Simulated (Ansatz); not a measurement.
## C under changes of volume

One of the cells (10.908 Å³/atom); the others are scaled copies at fixed shape and fractional positions:

```
C
1.0
     1.23319    0.71198    8.28262
    -1.23319    0.71198    8.28262
     0.00000   -1.42396    8.28262
C
4
Direct
  0.08717 0.08717 0.08717
  0.75385 0.75385 0.75385
  0.24615 0.24615 0.24615
  0.91283 0.91283 0.91283
```

This isn't the form of C at room conditions, which is graphite.

- Program: Ansatz 0.2.0
- Functional: PBEsol
- Potentials or basis: all-electron LAPW, scalar-relativistic
- Cutoff: 479 eV (chosen from the basis error)
- Basis error allowed: 0.002 eV/atom
- k mesh: 12 × 12 × 12
- Occupations: fermi-dirac, width 0.05 eV
- Spin: no spin polarisation

```tsv
volume (Å³/atom)	energy over the lowest point (meV/atom)	pressure (GPa)	gap on the mesh (eV)
10.254	21.05	13.1	0.21
10.472	7.03	7.6	0.20
10.690	0.22	2.5	0.19
10.908	0.00	-2.1	0.19
11.126	?	?	?
11.345	17.05	-10.2	0.17
11.563	33.31	-13.7	0.17
```

Q: What does the run at 11.126 Å³/atom give?

A: Energy over the lowest point 5.79 meV/atom; pressure -6.3 GPa; gap on the mesh 0.18 eV.

Worked out: A Birch-Murnaghan fit of order 3 (a polynomial in V^(-2/3)) to the other rows has its minimum at 10.81 Å³/atom with B0 = V·E''(V) = 228 GPa and B' = 3.6 at fixed shape and positions, which overstates the stiffness. It gives 5.76 meV/atom at 11.126 Å³/atom, against the run's 5.79, and -dE/dV = -6.3 GPa, against -6.3. A straight line through the other rows of the gap, of slope -0.339 eV per unit of ln V (its deformation potential), gives 0.18 eV, against the run's 0.18.

Energies are extrapolated to zero smearing.

A mesh can miss the band edges.
